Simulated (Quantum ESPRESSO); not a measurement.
# KI under changes of volume

One of the cells (44.091 Å³/atom); the others are scaled copies at fixed shape and fractional positions:

```
I K
1.0
     0.00000    3.53277    3.53277
     3.53277    0.00000    3.53277
     3.53277    3.53277    0.00000
I K
1 1
Cartesian
  3.5328 3.5328 3.5328
  0.0000 0.0000 0.0000
```

```yaml
Program: Quantum ESPRESSO 7.5
Functional: LDA
Potentials_or_basis: GBRV 1.5 LDA
Cutoff: 612 eV
Density_cutoff: 4898 eV
k_mesh: 7 × 7 × 7
Occupations: fermi-dirac, width 0.05 eV
Spin: no spin polarisation
```

```csv
volume (Å³/atom),energy over the lowest point (meV/atom),pressure (GPa),gap on the mesh (eV)
41.445,0.00,-0.8,3.75
42.327,4.30,-1.0,3.70
43.209,9.93,-1.3,3.65
44.091,16.70,-1.5,3.60
44.973,24.50,-1.6,3.56
45.854,33.04,-1.8,3.52
46.736,?,?,?
```

What does the run at 46.736 Å³/atom give?

Energy over the lowest point 42.40 meV/atom; pressure -1.9 GPa; gap on the mesh 3.48 eV.

Worked out: A Birch-Murnaghan fit of order 3 (a polynomial in V^(-2/3)) to the other rows has no minimum within the range. It gives 42.31 meV/atom at 46.736 Å³/atom, against the run's 42.40, and -dE/dV = -1.7 GPa, against -1.9. A straight line through the other rows of the gap, of slope -2.29 eV per unit of ln V (its deformation potential), extrapolates to 3.47 eV, against the run's 3.48.

Energies are extrapolated to zero smearing.

Caveats: spin-orbit coupling is left out, which moves the levels of the heavy elements; an odd mesh through Γ misses points on the zone boundary, where band edges often lie (some runs).
